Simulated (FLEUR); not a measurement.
Crystal: Lu.

```
CELL_PARAMETERS angstrom
-1.95411 1.95411 1.95411
1.95411 -1.95411 1.95411
1.95411 1.95411 -1.95411
ATOMIC_POSITIONS crystal
Lu 0.00000 0.00000 0.00000
```

This isn't the form of Lu at room conditions, which is hcp.

```yaml
Program: FLEUR MaX-R8.1 (later development tree)
Task: single point
Functional: PBE
Potentials_or_basis: all-electron
Basis: FLAPW
Kmax: 3.8 1/bohr
k_mesh: 10 × 10 × 10
Occupations: fermi-dirac, width 0.05 eV
Spin: no spin polarisation
Gmax: 11.8 1/bohr
Muffin-tin_radii: Lu 2.66 bohr
lmax: Lu 11
Local_orbitals_a_species: Lu 4
Max_iterations: 60
Mixing_factor: 0.05
Mixer: Anderson
Mixer_history: 15
Density_convergence: 1e-05 me/bohr^3
```

On this cell: band gap on the k mesh none (metal or under the smearing width).

The same run follows on a disturbed copy (cell strained at random at fixed volume):

```
Lu
1.0
    -1.96151    1.98599    1.95506
     1.97238   -1.98057    1.96051
     1.91614    1.93521   -1.94964
Lu
1
Direct
  0.00287 0.01056 0.00296
```

Q: What does the disturbed cell give?

A: The energy (extrapolated to zero smearing) moves by +1.3 meV/atom; band gap on the k mesh none (metal or under the smearing width).
